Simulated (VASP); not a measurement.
ZnSe in VASP 6.6.1, single-point calculation

INCAR

```
ISMEAR = 0
LCHARG = .FALSE.
GGA = PS
NELM = 120
ENCUT = 520
LASPH = .TRUE.
LWAVE = .FALSE.
PREC = Accurate
LREAL = .FALSE.
IBRION = -1
SIGMA = 0.01
NBANDS = 16
NSW = 0
ISIF = 2
EDIFF = 1E-7
NELECT = 17
```

KPOINTS

```
KPOINTS created by Atomic Simulation Environment
0
Monkhorst-Pack
8 8 8
0 0 0
```

POSCAR

```
Zn Se
 1.0000000000000000
     0.0000000000000000    2.8324206797113822    2.8324206797113822
     2.8324206797113822    0.0000000000000000    2.8324206797113822
     2.8324206797113822    2.8324206797113822    0.0000000000000000
 Zn  Se
   1   1
Cartesian
  0.0000000000000000 -0.0000000000000000  0.0000000000000000
  1.4162103398556911  1.4162103398556911  1.4162103398556911
```

The recommended PBE PAW datasets give the neutral cell 18 valence electrons.

Command

```
mpirun -np 1 vasp_std
```

OSZICAR

```
N       E                     dE             d eps       ncg     rms          rms(c)
DAV:   1     0.769684177782E+02    0.76968E+02   -0.78087E+03  1920   0.116E+03
DAV:   2    -0.252903146945E+01   -0.79497E+02   -0.73774E+02  2152   0.234E+02
DAV:   3    -0.750065536850E+01   -0.49716E+01   -0.49320E+01  2344   0.572E+01
DAV:   4    -0.754172717565E+01   -0.41072E-01   -0.41066E-01  2320   0.551E+00
DAV:   5    -0.754192341176E+01   -0.19624E-03   -0.19623E-03  2456   0.349E-01    0.439E+00
DAV:   6    -0.739302519022E+01    0.14890E+00   -0.24253E+00  2392   0.420E+01    0.395E+00
DAV:   7    -0.735225836721E+01    0.40767E-01   -0.25427E-01  2256   0.963E+00    0.179E+00
DAV:   8    -0.735984836556E+01   -0.75900E-02   -0.36064E-02  2120   0.295E+00    0.243E-01
DAV:   9    -0.736005921340E+01   -0.21085E-03   -0.81234E-03  2512   0.162E+00    0.722E-02
DAV:  10    -0.736040094822E+01   -0.34173E-03   -0.68416E-04  2192   0.226E-01    0.291E-02
DAV:  11    -0.736046435717E+01   -0.63409E-04   -0.17884E-04  2456   0.212E-01    0.992E-03
DAV:  12    -0.736046867608E+01   -0.43189E-05   -0.23073E-05  2416   0.468E-02    0.466E-03
DAV:  13    -0.736046886567E+01   -0.18959E-06   -0.10279E-06  2360   0.133E-02    0.316E-03
DAV:  14    -0.736046892525E+01   -0.59581E-07   -0.21722E-07  2312   0.403E-03
   1 F= -.73604689E+01 E0= -.73603939E+01  d E =-.150034E-03
```

Standard output (part)

```
POSCAR found type information on POSCAR ZnSe
 POSCAR found :  2 types and       2 ions
 LDA part: xc-table for (Slater+PW92), standard interpolation
 POSCAR, INCAR and KPOINTS ok, starting setup
 WAVECAR not read
 entering main loop
 the old and the new charge density differ
    0.439E+00
```

From OUTCAR

```
k-points           NKPTS =     60   k-points in BZ     NKDIM =     60   number of bands    NBANDS=     16

   NELECT =      17.0000    total number of electrons

   dimension x,y,z NGX =    30 NGY =   30 NGZ =   30
   dimension x,y,z NGXF=    60 NGYF=   60 NGZF=   60

  energy-cutoff  :      520.00
  volume of cell :       45.45
      direct lattice vectors                 reciprocal lattice vectors
     0.000000000  2.832420680  2.832420680    -0.176527450  0.176527450  0.176527450
     2.832420680  0.000000000  2.832420680     0.176527450 -0.176527450  0.176527450
     2.832420680  2.832420680  0.000000000     0.176527450  0.176527450 -0.176527450

 k-points in reciprocal lattice and weights: KPOINTS created by Atomic Simulation Env
   0.06250000  0.06250000  0.06250000       0.004
   0.18750000  0.06250000  0.06250000       0.012
   0.31250000  0.06250000  0.06250000       0.012
   0.43750000  0.06250000  0.06250000       0.012
  -0.43750000  0.06250000  0.06250000       0.012
  -0.31250000  0.06250000  0.06250000       0.012
  -0.18750000  0.06250000  0.06250000       0.012
  -0.06250000  0.06250000  0.06250000       0.012
   ...

 E-fermi :   0.0614

 k-point     1 :       0.0625    0.0625    0.0625
  band No.  band energies     occupation
      1     -12.2243      2.00000
      2      -5.3916      2.00000
      3      -5.3908      2.00000
      4      -5.3908      2.00000
      5      -5.0094      2.00000
      6      -5.0094      2.00000
      7       0.6449      0.00000
      8       0.9991      0.00000
      9       0.9991      0.00000
     10       3.1401      0.00000
     11       7.3927      0.00000
     12       7.5028      0.00000
     13       7.5028      0.00000
     14      12.1039      0.00000
     15      12.8152      0.00000
     16      12.8152      0.00000

 k-point     2 :       0.1875    0.0625    0.0625
  band No.  band energies     occupation
      1     -12.1080      2.00000
      2      -5.3743      2.00000
      3      -5.3742      2.00000
      4      -5.3642      2.00000
      5      -5.0148      2.00000
      6      -5.0064      2.00000
      7      -0.4796      2.00000
      8       0.6313      0.00000
      9       0.9136      0.00000
     10       4.0251      0.00000
     11       7.2499      0.00000
     12       7.6958      0.00000
     13       8.0317      0.00000
     14      11.8682      0.00000
     15      12.4683      0.00000
     16      13.1379      0.00000

 k-point     3 :       0.3125    0.0625    0.0625
  band No.  band energies     occupation
      1     -11.8668      2.00000
      2      -5.3397      2.00000
      3      -5.3329      2.00000
      4      -5.2790      2.00000
      5      -5.0152      2.00000
      6      -5.0014      2.00000
      7      -2.0239      2.00000
      8       0.2745      0.00000
      9       0.6287      0.00000
     10       4.4636      0.00000
     11       7.9263      0.00000
     12       8.0578      0.00000
     13       8.4861      0.00000
     14      11.7677      0.00000
     15      12.5641      0.00000
     16      13.2520      0.00000

 ...

  Total       -7.7156868     -7.7156868     -7.7156868      0.0000000     -0.0000000      0.0000000
  in kB     -272.0081445   -272.0081445   -272.0081445      0.0000000     -0.0000000      0.0000000
  external PRESSURE =    -272.0081445 kB  Pullay stress =       0.0000000 kB

 POSITION                                       TOTAL-FORCE (eV/Angst)
 -----------------------------------------------------------------------------------
      0.00000      0.00000      0.00000         0.000000     -0.000000     -0.000000
      1.41621      1.41621      1.41621        -0.000000      0.000000      0.000000
 -----------------------------------------------------------------------------------
    total drift:                               -0.000000     -0.000000     -0.000000

  FREE ENERGIE OF THE ION-ELECTRON SYSTEM (eV)
  ---------------------------------------------------
  free  energy   TOTEN  =        -7.3604689253 eV

  energy  without entropy=       -7.3603188911  energy(sigma->0) =       -7.36039391
```

It converged. Results: pressure -27.2 GPa.

The cell is charged and sits in a uniform background. The shifted mesh misses Γ, so a band edge there is missed.

For comparison, a separate PBEsol run of the intended cell, on usual settings and not on those above, gives a gap of 1.18 eV on its mesh and a pressure of -0.8 GPa.

The run above took about 49 s on one core of a shared host (Intel Xeon Platinum 8488C) and held 0.19 GiB at most.
